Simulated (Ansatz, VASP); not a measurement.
# InP: VASP beside Ansatz, part 2 of 2

One calculation is typed for both programs; each brings its own data sets. How far apart do they land? The structure shown comes from an earlier Ansatz run, which isn't shown and may have moved the atoms alone.

VASP 6.6.1 and Ansatz 0.2.0.

So far: The structure; Ansatz: elastic constants, r2SCAN.

### Step 3. VASP: elastic constants, r2SCAN

Level of this step: r2SCAN; plane waves and PAW (In_d, P) (VASP).

The same cell, functional, mesh and smearing now go to VASP, with its own data sets.

Lines of VASP's logs that name or quote its potential files are left out, and so is its time.

INCAR reads:

```
SYSTEM = InP
PREC = Accurate
ENCUT = 550
EDIFF = 1E-08
NELM = 120
ISMEAR = 0
SIGMA = 0.02
LREAL = .FALSE.
ALGO = Normal
METAGGA = R2SCAN
LASPH = .TRUE.
NBANDS = 15
LORBIT = 11
LWAVE = .FALSE.
LCHARG = .FALSE.
ISIF = 3
IBRION = 6
NFREE = 2
POTIM = 0.015
NSW = 1
GGA_COMPAT = .FALSE.
EFERMI = MIDGAP
LMIXTAU = .TRUE.
KPAR = 2
```

POSCAR reads:

```
InP
1.0
    0.0000000000      2.9535852396      2.9535852396
    2.9535852396      0.0000000000      2.9535852396
    2.9535852396      2.9535852396      0.0000000000
In P
1 1
Direct
    0.0000000000      0.0000000000      0.0000000000
    0.2500000000      0.2500000000      0.2500000000
```

KPOINTS reads:

```
Automatic mesh
0
Gamma
10 10 10
0 0 0
```

Potentials, in the order of the species: In_d and P (PBE family, release 64).

Command:

```sh
$ mpirun -np 2 vasp_std
```

Numbers of over 12 decimals in the logs are rounded to 6 here.

Log:

```text
[banner, memory and clock lines left out]
running    2 mpi-ranks, on    1 nodes
 distrk:  each k-point on    1 cores,    2 groups
 distr:  one band on    1 cores,    1 groups

 POSCAR found type information on POSCAR InP
 POSCAR found :  2 types and       2 ions
|                                                                             |
|               ----> ADVICE to this user running VASP <----                  |
|                                                                             |
|     You enforced a specific xc type in the INCAR file but a different       |
|     [... a line on the potential file left out ...]
|     I HOPE YOU KNOW WHAT YOU ARE DOING!                                     |
|                                                                             |

 LDA part: xc-table for (None), standard interpolation
 POSCAR, INCAR and KPOINTS ok, starting setup
 FFT: planning ... GRIDC
 FFT: planning ... GRID_SOFT
 FFT: planning ... GRID
 WAVECAR not read
 entering main loop
       N       E                     dE             d eps       ncg     rms          rms(c)
DAV:   1     0.900676765226E+02    0.90068E+02   -0.89508E+03  1410   0.141E+03
DAV:   2    -0.275773745654E+02   -0.11765E+03   -0.11324E+03  1508   0.321E+02
DAV:   3    -0.356719020837E+02   -0.80945E+01   -0.80466E+01  1830   0.838E+01
DAV:   4    -0.358952722241E+02   -0.22337E+00   -0.22329E+00  1807   0.149E+01
DAV:   5    -0.359068246447E+02   -0.11552E-01   -0.11552E-01  2165   0.282E+00    0.725E+00
DAV:   6    -0.322847017282E+02    0.36221E+01   -0.21088E+00  1753   0.335E+01    0.393E+00
DAV:   7    -0.323017943442E+02   -0.17093E-01   -0.65145E-01  1613   0.112E+01    0.233E+00
DAV:   8    -0.322276739214E+02    0.74120E-01   -0.33577E-01  1438   0.709E+00    0.133E+00
DAV:   9    -0.322383461440E+02   -0.10672E-01   -0.26488E-01  1424   0.517E+00    0.548E-01
DAV:  10    -0.322003814872E+02    0.37965E-01   -0.30901E-02  1417   0.174E+00    0.213E-01
DAV:  11    -0.322974976914E+02   -0.97116E-01   -0.65636E-02  1410   0.239E+00    0.188E-01
DAV:  12    -0.322955408666E+02    0.19568E-02   -0.24475E-03  1986   0.569E-01    0.805E-02
DAV:  13    -0.322988923607E+02   -0.33515E-02   -0.17343E-03  1452   0.436E-01    0.623E-02
DAV:  14    -0.322987410093E+02    0.15135E-03   -0.16973E-04  1830   0.160E-01    0.434E-02
[...]
DAV:  19    -0.322990078725E+02   -0.20121E-05   -0.21095E-06  1459   0.177E-02    0.819E-03
DAV:  20    -0.322990080439E+02   -0.17137E-06   -0.88461E-08  1827   0.306E-03    0.404E-03
DAV:  21    -0.322990081580E+02   -0.11407E-06   -0.68076E-08  1473   0.428E-03    0.115E-03
DAV:  22    -0.322990081875E+02   -0.29531E-07   -0.63649E-08  1452   0.312E-03    0.568E-04
DAV:  23    -0.322990082551E+02   -0.67602E-07   -0.85939E-09  1188   0.951E-04    0.687E-04
DAV:  24    -0.322990082016E+02    0.53495E-07   -0.51017E-09  1118   0.102E-03    0.234E-04
DAV:  25    -0.322990082315E+02   -0.29874E-07   -0.20395E-09   845   0.549E-04    0.283E-04
DAV:  26    -0.322990082235E+02    0.79924E-08   -0.18470E-10   803   0.181E-04
   1 F= -.32299008E+02 E0= -.32299008E+02  d E =0.000000E+00
[...]
12 F= -.32296504E+02 E0= -.32296504E+02  d E =0.000000E+00
[...]
13 F= -.32296507E+02 E0= -.32296507E+02  d E =0.000000E+00
[...]
14 F= -.32298125E+02 E0= -.32298125E+02  d E =0.000000E+00
[...]
15 F= -.32298125E+02 E0= -.32298125E+02  d E =0.000000E+00
[...]
16 F= -.32298131E+02 E0= -.32298131E+02  d E =0.000000E+00
 Finite differences progress:
  Degree of freedom:   8/  8
  Displacement:        1/  2
  Total:              15/ 16
 bond charge predicted
       N       E                     dE             d eps       ncg     rms          rms(c)
DAV:   1    -0.322956292650E+02    0.25021E-02   -0.26635E-01  5130   0.226E+00    0.280E-01
DAV:   2    -0.322981191489E+02   -0.24899E-02   -0.20693E-02  6778   0.973E-01    0.857E-02
DAV:   3    -0.322980323024E+02    0.86847E-04   -0.44830E-04  6019   0.194E-01    0.357E-02
DAV:   4    -0.322980885501E+02   -0.56248E-04   -0.30468E-04  5557   0.135E-01    0.182E-02
DAV:   5    -0.322981235347E+02   -0.34985E-04   -0.73761E-05  5494   0.638E-02    0.124E-02
DAV:   6    -0.322981069364E+02    0.16598E-04   -0.48190E-05  5494   0.463E-02    0.883E-03
DAV:   7    -0.322981301171E+02   -0.23181E-04   -0.14330E-05  5522   0.253E-02    0.235E-03
DAV:   8    -0.322981311643E+02   -0.10472E-05   -0.10821E-06  6762   0.931E-03    0.284E-03
DAV:   9    -0.322981312702E+02   -0.10592E-06   -0.14029E-07  6335   0.327E-03    0.181E-03
DAV:  10    -0.322981314772E+02   -0.20697E-06   -0.24258E-07  5543   0.427E-03    0.192E-03
DAV:  11    -0.322981313588E+02    0.11835E-06   -0.38940E-08  5774   0.209E-03    0.346E-04
DAV:  12    -0.322981313777E+02   -0.18931E-07   -0.43039E-09  4413   0.506E-04    0.223E-04
DAV:  13    -0.322981313679E+02    0.98998E-08   -0.89105E-10  3139   0.297E-04
  17 F= -.32298131E+02 E0= -.32298131E+02  d E =0.000000E+00
 Finite differences progress:
  Degree of freedom:   8/  8
  Displacement:        2/  2
  Total:              16/ 16
```

Parts of OUTCAR (step 3):

```text
ion  position               nearest neighbor table
   1  0.000  0.000  0.000-   2 2.56   2 2.56   2 2.56   2 2.56
   2  0.250  0.250  0.250-   1 2.56   1 2.56   1 2.56   1 2.56

  LATTYP: Found a face centered cubic cell.
 ALAT       =     5.9071704792

 Subroutine GETGRP returns: Found 24 space group operations
 (whereof 24 operations were pure point group operations)

The static configuration has the point symmetry T_d .

 Found     47 irreducible k-points:

   k-points           NKPTS =     47   k-points in BZ     NKDIM =     47   number of bands    NBANDS=     15

   dimension x,y,z NGX =    32 NGY =   32 NGZ =   32
   dimension x,y,z NGXF=    64 NGYF=   64 NGZF=   64

   ENCUT  =  550.0 eV  40.42 Ry    6.36 a.u.   7.99  7.99  7.99*2*pi/ulx,y,z

   NELECT =      18.0000    total number of electrons

 k-points in reciprocal lattice and weights: Automatic mesh
   0.00000000  0.00000000  0.00000000       0.001
   0.10000000  0.00000000  0.00000000       0.008
   0.20000000  0.00000000  0.00000000       0.008
   0.30000000  0.00000000  0.00000000       0.008
   0.40000000  0.00000000  0.00000000       0.008
   0.50000000  0.00000000  0.00000000       0.004
   0.10000000  0.10000000  0.00000000       0.006
   0.20000000  0.10000000  0.00000000       0.024
   0.30000000  0.10000000  0.00000000       0.024
[...]
-0.30000000  0.40000000  0.20000000       0.024
  -0.30000000  0.50000000  0.20000000       0.012

 average (electrostatic) potential at core
       1-101.4582       2 -85.9830

 E-fermi :   5.2851

 k-point     1 :       0.0000    0.0000    0.0000
  band No.  band energies     occupation
    ...
      5      -9.6889      2.00000
      6      -7.0810      2.00000
      7       4.7263      2.00000
      8       4.7557      2.00000
      9       4.7834      2.00000
     10       5.7868      0.00000
     11       9.1793      0.00000
     12       9.1957      0.00000
     13       9.2137      0.00000
     14      13.7571      0.00000
    ...

 k-point     2 :       0.1000    0.0000    0.0000
  band No.  band energies     occupation
    ...
      5      -9.6889      2.00000
      6      -6.9640      2.00000
      7       3.6284      2.00000
      8       4.6215      2.00000
      9       4.6603      2.00000
     10       6.5346      0.00000
     11       9.2630      0.00000
     12       9.3676      0.00000
     13       9.3974      0.00000
     14      14.1476      0.00000
    ...

 k-point     3 :       0.2000    0.0000    0.0000
  band No.  band energies     occupation
    ...
      5      -9.6879      2.00000
      6      -6.6285      2.00000
      7       2.0611      2.00000
      8       4.3362      2.00000
      9       4.3789      2.00000
     10       6.9067      0.00000
     11       9.7436      0.00000
     12       9.7877      0.00000
     13       9.8932      0.00000
     14      13.7169      0.00000
    ...

  Total       -0.0358013     -0.0333798     -0.0333798      0.0000000      0.1131859      0.0000000
  in kB       -1.1130913     -1.0378042     -1.0378042      0.0000000      3.5190417      0.0000000
  external PRESSURE =      -1.0628999 kB  Pullay stress =       0.0000000 kB

  energy-cutoff  :      550.00
  volume of cell :       51.53
      direct lattice vectors                 reciprocal lattice vectors
     0.000000000  2.953585240  2.953585240    -0.169285786  0.169285786  0.169285786
     2.953585240  0.000000000  2.953585240     0.169285786 -0.169285786  0.169285786
     2.953585240  2.953585240  0.000000000     0.169285786  0.169285786 -0.169285786

 POSITION                                       TOTAL-FORCE (eV/Angst)
 -----------------------------------------------------------------------------------
      0.00000      0.00000      0.00000        -0.116915      0.000000      0.000000
      1.46179      1.47679      1.47679         0.116915      0.000000      0.000000
 -----------------------------------------------------------------------------------
    total drift:                               -0.000027     -0.000000     -0.000000

  FREE ENERGIE OF THE ION-ELECTRON SYSTEM (eV)
  ---------------------------------------------------
  free  energy   TOTEN  =       -32.2981313679 eV

  energy  without entropy=      -32.2981313679  energy(sigma->0) =      -32.29813137

  SYMMETRIZED ELASTIC MODULI (kBar)
 Direction    XX          YY          ZZ          XY          YZ          ZX
 --------------------------------------------------------------------------------
 XX         983.7097    532.2230    532.2230      0.0000      0.0000      0.0000
 YY         532.2230    983.7097    532.2230      0.0000      0.0000     -0.0000
 ZZ         532.2230    532.2230    983.7097      0.0000      0.0000      0.0000
 XY           0.0000      0.0000      0.0000    692.9391      0.0000      0.0000
 YZ           0.0000      0.0000      0.0000      0.0000    692.9391      0.0000
 ZX           0.0000     -0.0000      0.0000      0.0000      0.0000    692.9391
 --------------------------------------------------------------------------------

 Eigenvectors and eigenvalues of the dynamical matrix
 ----------------------------------------------------

   1 f  =    8.840138 THz    55.544226 2PiTHz  294.875267 cm-1    36.559857 meV
             X         Y         Z           dx          dy          dz
      0.000000  0.000000  0.000000     0.000000    0.461550    0.000000
      1.476793  1.476793  1.476793     0.000000   -0.887114    0.000000

   2 f  =    8.840138 THz    55.544226 2PiTHz  294.875267 cm-1    36.559857 meV
             X         Y         Z           dx          dy          dz
      0.000000  0.000000  0.000000    -0.461550    0.000000    0.000000
      1.476793  1.476793  1.476793     0.887114    0.000000    0.000000

   3 f  =    8.840138 THz    55.544226 2PiTHz  294.875267 cm-1    36.559857 meV
             X         Y         Z           dx          dy          dz
      0.000000  0.000000  0.000000     0.000000    0.000000   -0.461550
      1.476793  1.476793  1.476793     0.000000    0.000000    0.887114

   4 f/i=    0.006243 THz     0.039228 2PiTHz    0.208254 cm-1     0.025820 meV
             X         Y         Z           dx          dy          dz
      0.000000  0.000000  0.000000     0.887114    0.000000    0.000000
      1.476793  1.476793  1.476793     0.461550    0.000000    0.000000

   5 f/i=    0.006243 THz     0.039228 2PiTHz    0.208254 cm-1     0.025820 meV
             X         Y         Z           dx          dy          dz
      0.000000  0.000000  0.000000     0.000000   -0.887114    0.000000
      1.476793  1.476793  1.476793     0.000000   -0.461550    0.000000

   6 f/i=    0.006243 THz     0.039228 2PiTHz    0.208254 cm-1     0.025820 meV
             X         Y         Z           dx          dy          dz
      0.000000  0.000000  0.000000     0.000000    0.000000    0.887114
      1.476793  1.476793  1.476793     0.000000    0.000000    0.461550

 ELASTIC MODULI CONTR FROM IONIC RELAXATION (kBar)
 Direction    XX          YY          ZZ          XY          YZ          ZX
 --------------------------------------------------------------------------------
 XX          -0.0000     -0.0000     -0.0000      0.0000      0.0000     -0.0000
 YY          -0.0000     -0.0000     -0.0000      0.0000      0.0000     -0.0000
 ZZ          -0.0000     -0.0000     -0.0000      0.0000      0.0000     -0.0000
 XY           0.0000      0.0000      0.0000   -226.7289     -0.0000     -0.0000
 YZ           0.0000      0.0000      0.0000     -0.0000   -226.7289      0.0000
 ZX          -0.0000     -0.0000     -0.0000     -0.0000      0.0000   -226.7289
 --------------------------------------------------------------------------------

 TOTAL ELASTIC MODULI (kBar)
 Direction    XX          YY          ZZ          XY          YZ          ZX
 --------------------------------------------------------------------------------
 XX         983.7097    532.2230    532.2230      0.0000      0.0000      0.0000
 YY         532.2230    983.7097    532.2230      0.0000      0.0000     -0.0000
 ZZ         532.2230    532.2230    983.7097      0.0000      0.0000     -0.0000
 XY           0.0000      0.0000      0.0000    466.2102     -0.0000     -0.0000
 YZ           0.0000      0.0000      0.0000     -0.0000    466.2102      0.0000
 ZX           0.0000     -0.0000     -0.0000     -0.0000      0.0000    466.2102
 --------------------------------------------------------------------------------

 total charge
# of ion       s       p       d       tot
------------------------------------------
    1        0.817   0.779   9.900  11.495
    2        1.018   1.504   0.000   2.523
--------------------------------------------------
tot          1.835   2.283   9.900  14.018

[... 3 further parts left out ...]
```

The last energy, forces, stress and levels in OUTCAR belong to the last displaced cell, not to the cell of POSCAR.

Levels, forces or a CONTCAR printed for this step are those of its last displaced cell, not of the structure at rest.

### Step 4. Side by side

Known differences besides the potentials themselves: VASP keeps PBE cores, Ansatz makes them for the functional; the cutoff is 500 eV in Ansatz and 550 eV in VASP; VASP takes each elastic constant from one size of strain, Ansatz from those that its log lists. Total energies have different zeros and are not compared.

The two programs side by side:

```csv
quantity,Ansatz,VASP,difference
C11 (GPa),97.9,98.4,-0.43 %
C22 (GPa),97.9,98.4,-0.43 %
C33 (GPa),97.9,98.4,-0.43 %
C12 (GPa),53.4,53.2,+0.40 %
C13 (GPa),53.4,53.2,+0.40 %
C23 (GPa),53.4,53.2,+0.40 %
C44 (GPa),45.9,46.6,-1.65 %
C55 (GPa),45.9,46.6,-1.65 %
C66 (GPa),45.9,46.6,-1.65 %
```

### Step 5. Summary of results

```yaml
difference_in_c44_elastic_constants_r2scan: -1.6 %
```

In words: The difference in C44 is -1.6 % (elastic constants, r2SCAN), within the 5 % picked in this series as the mark of a large difference. How closely two codes agree says nothing of how well the functional describes the real material.

[Lines on the potential files, build, host, timing and source positions are cut from VASP's logs without a mark.]

[Logs are printed without paths, hosts, clocks, repeated set-up lines and the standing remarks that a program may print on its own settings, such as how far it seeks lower states.]

[Hosts, paths, dates, database ids (printed as entryN), source tags and the programs' standing remarks are cut or masked in the printed files.]
